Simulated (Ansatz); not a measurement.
Ir, omega (AlB2-type): geometry optimisation

Method: DFT, RPBE, plane waves (420 eV) with PAW, scalar-relativistic in Ansatz 0.2.0. (PAW data from PBE, frozen cores regenerated.)

k-point mesh 9×9×12, Fermi-Dirac smearing 0.1 eV, no spin polarisation. Cell and atoms relax.

Starting structure:

```
Ir
1.0
     4.30811    0.00000    0.00000
    -2.15405    3.73093    0.00000
     0.00000    0.00000    2.64087
Ir
3
Direct
  0.00000 0.00000 0.00000
  0.33333 0.66667 0.50000
  0.66667 0.33333 0.50000
```

Q: The pressure at the start is 25.1 GPa. By how much does the volume change?

A: From 14.15 to 15.16 Å³ per atom, 7.2 %. The final cell has a = 4.397 Å, c = 2.717 Å (c/a = 0.618).

Q: How much energy does the relaxation gain?

A: 74.4 meV per atom.
